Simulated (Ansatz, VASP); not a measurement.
**Ca: VASP beside Ansatz**

Contents of INCAR:

```
ALGO = Normal ; EDIFF = 1E-7
ENCUT = 520 ; GGA = PE
ISIF = 2 ; ISMEAR = -1
LASPH = T ; LCHARG = F
LREAL = F ; LWAVE = F
NBANDS = 11 ; NELM = 80
PREC = Accurate ; SIGMA = 0.05
```

KPOINTS

```
k-points
0
Gamma
  8 8 8
```

POSCAR

```
Ca
1.0
    0.0000000000      2.7564359112      2.7564359112
    2.7564359112      0.0000000000      2.7564359112
    2.7564359112      2.7564359112      0.0000000000
Ca
1
Direct
    0.0000000000      0.0000000000      0.0000000000
```

Contents of input.yaml:

```yaml
crystal:
  lattice:
    - [0.0, 2.7564359112, 2.7564359112]
    - [2.7564359112, 0.0, 2.7564359112]
    - [2.7564359112, 2.7564359112, 0.0]
  atoms:
    - { symbol: Ca, position: [0.0, 0.0, 0.0] }
hamiltonian:
  xc: pbe
  pseudopotentials: { kind: paw }
kpoints:
  mp_grid: { grid: [8, 8, 8] }
scf:
  occupations: { method: fermi_dirac, width: 0.05 }
output:
  forces: true
  stress: true
  eigenvalues: true
  write_density: true
  write_potential: true
  elf: true
  volumetric_format: npy
```

Change from the starting cell: volume scaled by 0.96.

Alike in both runs: task single point; functional PBE; k mesh 8 × 8 × 8; occupations fermi-dirac, width 0.05 eV; no spin polarisation.

|  | VASP | Ansatz |
| --- | --- | --- |
| version | VASP 6.6.1 | Ansatz 0.2.0 |
| potentials or method | VASP PAW PBE potentials, release 64 (Ca_sv) | Ansatz PAW |
| plane-wave cutoff (eV) | 520 | 420 |
| valence electrons in the cell | 10 | 10 |

|  | VASP | Ansatz | Ansatz less VASP |
| --- | --- | --- | --- |
| gap on the k mesh at the Fermi level (eV) | none | none | - |
| pressure (GPa) | 0.1 | 0.1 | -0.01 |

A gap of «none» marks a metal or a gap that the smearing closes. With one functional, cell and mesh, what is left measures potentials, basis and numerics.
